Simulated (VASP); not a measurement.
# Bi₂Se₃: convergence, self-consistent run

Bi₂Se₃, R3m (no. 160), 5 atoms in the cell. SCAN; PAW potentials Bi_d, Se (PBE set). VASP 6.6.1. The cell is changed on purpose: last atom moved by 0.05 Å along z, cell strained by -1.0% along z.

Wanted: energy within 2 meV/atom; forces within 0.01 eV/Å.

What the run is for: forces; Accuracy asked: standard.

POSCAR:
```
Bi2Se3
1.0
    2.0715000000      1.1959810826      9.4498800000
   -2.0715000000      1.1959810826      9.4498800000
    0.0000000000     -2.3919621653      9.4498800000
Bi Se
2 3
Direct
    0.5992000000      0.5992000000      0.5992000000
    0.4008000000      0.4008000000      0.4008000000
    0.7883000000      0.7883000000      0.7883000000
    0.2117000000      0.2117000000      0.2117000000
    0.0017460500      0.0017460500      0.0017460500
```

## Plane-wave cutoff (eV)

| Plane-wave cutoff (eV) | Energy less reference (meV/atom) | Forces, largest deviation (eV/Å) | SCF iterations | Time (s) |
|---|---|---|---|---|
| 200 | 91.4 | 0.026 | 25 | 760 |
| 240 | 11.7 | 0.002 | 27 | 1089 |
| 280 | 9.1 | 0.015 | 26 | 1143 |
| 320 | 6.2 | 0.004 | 29 | 1849 |
| 370 | 2.6 | 0.011 | 27 | 1789 |
| 430 (reference) | 0.0 | 0.000 | 25 | 2525 |

Chosen: 430; the next looser run is off by more than half of the tolerance, so convergence isn't shown beyond this value.

## The input

INCAR:
```
  METAGGA = SCAN
  ISMEAR = 0
  SIGMA = 0.03
  LWAVE = F
  LCHARG = F
  ISIF = 2
  PREC = Accurate
  LASPH = T
  LREAL = F
  ALGO = Normal
  EDIFF = 1E-6
  NELM = 120
  GGA_COMPAT = F
  ENCUT = 430
  EFERMI = MIDGAP
  LMIXTAU = T
  KPAR = 8
  NBANDS = 37
  ADDGRID = F
```

KPOINTS:
```
Automatic mesh
0
Gamma
  6 6 6
  0 0 0
```

Commands:
```
cat potpaw_PBE.64/Bi_d/POTCAR potpaw_PBE.64/Se/POTCAR > POTCAR
mpirun -np 8 vasp_std > vasp.out
```

The chosen input took VASP 6.6.1 2525 s on 8 cores (AMD EPYC 7571), a shared host.

## An input that fails: k-point groups that do not divide the ranks

VASP's message: M_divide: can not subdivide            8 nodes by           7.

Changes against the starting input:
```
- NELM = 120
- KPAR = 8
+ NELM = 85
+ KPAR = 7
```
